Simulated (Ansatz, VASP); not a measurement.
# Two plane-wave programs on MgO

The input POSCAR:

```
MgO
1.0
    3.3077869900      0.0000000000      0.0000000000
   -1.6538934900      2.8646275600      0.0000000000
    0.0000000000      0.0000000000      4.9828816700
Mg O
2 2
Direct
    0.3333333333      0.6666666667      0.0021597400
    0.6666666667      0.3333333333      0.5021597400
    0.3333333333      0.6666666667      0.4024402600
    0.6666666667      0.3333333333      0.9024402600
```

Contents of INCAR.step1:

```
SYSTEM = MgO
PREC = Accurate
ENCUT = 520
ISMEAR = 0
SIGMA = 0.01
LREAL = .FALSE.
LASPH = .TRUE.
NELM = 80
NBANDS = 16
GGA = PE
ALGO = Normal
EDIFF = 1E-4
LWAVE = .TRUE.
LCHARG = .FALSE.
```

The input INCAR.step2:

```
SYSTEM = MgO
PREC = Accurate
ENCUT = 520
EDIFF = 1E-7
ISMEAR = 0
SIGMA = 0.01
LREAL = .FALSE.
LASPH = .TRUE.
NELM = 80
ALGO = Normal
ISIF = 2
LWAVE = .FALSE.
LCHARG = .FALSE.
METAGGA = R2SCAN
LMIXTAU = .TRUE.
NBANDS = 16
ISTART = 1
```

KPOINTS

```
Automatic mesh
0
G
  6 6 4
  0 0 0
```

Input for Ansatz:

```yaml
crystal:
  lattice:
    - [3.30778699, 0.0, 0.0]
    - [-1.65389349, 2.86462756, 0.0]
    - [0.0, 0.0, 4.98288167]
  atoms:
    - { symbol: Mg, position: [0.3333333333333333, 0.6666666666666666, 0.00215974] }
    - { symbol: Mg, position: [0.6666666666666666, 0.3333333333333333, 0.50215974] }
    - { symbol: O, position: [0.3333333333333333, 0.6666666666666666, 0.40244026] }
    - { symbol: O, position: [0.6666666666666666, 0.3333333333333333, 0.90244026] }
accuracy: low
basis:
  ecutwfc: 750.0
kpoints:
  mp_grid:
    grid: [6, 6, 4]
hamiltonian:
  xc: r2scan
  pseudopotentials:
    kind: paw
scf:
  max_iter: 60
  algorithm: direct_min
  convergence:
    dr2_threshold: 1.0e-08
  occupations:
    method: fixed
  initial_density:
    normalization: cell
```

Measurements of this composition are mostly on another form, of space group No. 225.

Alike in both runs: task single point; functional r2SCAN; k mesh 6 × 6 × 4; no spin polarisation.

```csv
,VASP,Ansatz
version,VASP 6.6.1,Ansatz 0.2.0
potentials or method,"VASP PAW PBE potentials, release 64 (Mg, O)","plane waves, PAW"
plane-wave cutoff (eV),520,750
occupations,"gaussian, width 0.01 eV",fixed
valence electrons in the cell,16,32
```

VASP gave:

```
gap on the k mesh at the Fermi level (eV) : 4.13
```

Q: Estimate Ansatz's values.

A: gap on the k mesh at the Fermi level (eV): 4.14.

The two sets of potentials don't hold the same shells in valence.

Caveats: the PAW data sets were made with another functional, which shifts forces and pressure a little (VASP). r2SCAN opens gaps a little over a GGA but as a rule still falls short of measured ones.
